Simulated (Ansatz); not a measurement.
# InSe: the cost of one run

Method: DFT r2SCAN, scalar-relativistic, plane waves, PAW, in Ansatz 0.2.0.

The COD entry's cell or inner coordinates are ideal or old and differ from later refinements, so a difference from it is no clean test against experiment.

## Step 1: Starting point

The structure is trigonal, space group R3m (No. 160). The conventional cell has a = 4.000 Å, b = 4.000 Å, c = 25.320 Å, α = 90.00°, β = 90.00°, γ = 120.00°. In (site symmetry 3m) has 3 Se at 2.64 Å and 1 In at 2.82 Å as nearest neighbours. Around In (site symmetry 3m) lie 3 Se at 2.63 Å and 1 In at 2.82 Å. Se (site symmetry 3m) has 3 In at 2.64 Å as nearest neighbours. Se (site symmetry 3m) is surrounded by 3 In at 2.63 Å.

Structure file:

```cif
data_structure
_symmetry_space_group_name_H-M 'R3m:H'
_symmetry_Int_Tables_number 160
_cell_length_a 4.0000
_cell_length_b 4.0000
_cell_length_c 25.3200
_cell_angle_alpha 90.000
_cell_angle_beta 90.000
_cell_angle_gamma 120.000
_cell_volume 350.84
loop_
_atom_site_label
_atom_site_type_symbol
_atom_site_symmetry_multiplicity
_atom_site_Wyckoff_symbol
_atom_site_fract_x
_atom_site_fract_y
_atom_site_fract_z
_atom_site_occupancy
In1 In 3 a 0.00000 0.00000 0.00000 1
In2 In 3 a 0.66667 0.33333 0.22193 1
Se1 Se 3 a 0.33333 0.66667 0.05017 1
Se2 Se 3 a 0.00000 0.00000 0.17190 1
```

The structure rests on an entry of the Crystallography Open Database; cell or positions may have been set otherwise for this series.

## Step 2: Cell and atoms relaxed at 0 GPa

Contents of input.yaml:

```yaml
crystal:
  lattice:
    - [2.0, 1.1547005384, 8.44]
    - [-2.0, 1.1547005384, 8.44]
    - [0.0, -2.3094010768, 8.44]
  atoms:
    - { symbol: In, position: [0.0, 0.0, 0.0] }
    - { symbol: In, position: [0.1114, 0.1114, 0.1114] }
    - { symbol: Se, position: [0.6165, 0.6165, 0.6165] }
    - { symbol: Se, position: [0.8281, 0.8281, 0.8281] }
scf:
  occupations: { method: gaussian, width: 0.02 }
output:
  forces: true
  stress: true
  eigenvalues: true
  write_density: true
  write_potential: true
  elf: true
  volumetric_format: npy
hamiltonian:
  xc: r2scan
basis:
  ecutwfc: 450
kpoints:
  mp_grid: { grid: [9, 9, 9] }
relax:
  f_tol: 0.004
  max_steps: 60
  cell: { stress_tol: 0.02, p_target: 0 }
```

On the command line:

```sh
ansatz run input.yaml --threads 4 --pin off --max-ram 10240MiB --backend cpu --events-out ev --progress --plain --runs-dir out
```

Q: Estimate wall time and peak memory on 4 threads of Intel Xeon 6975P-C (Granite Rapids), shared host.

About 60 s, with a peak of 0.87 GiB.
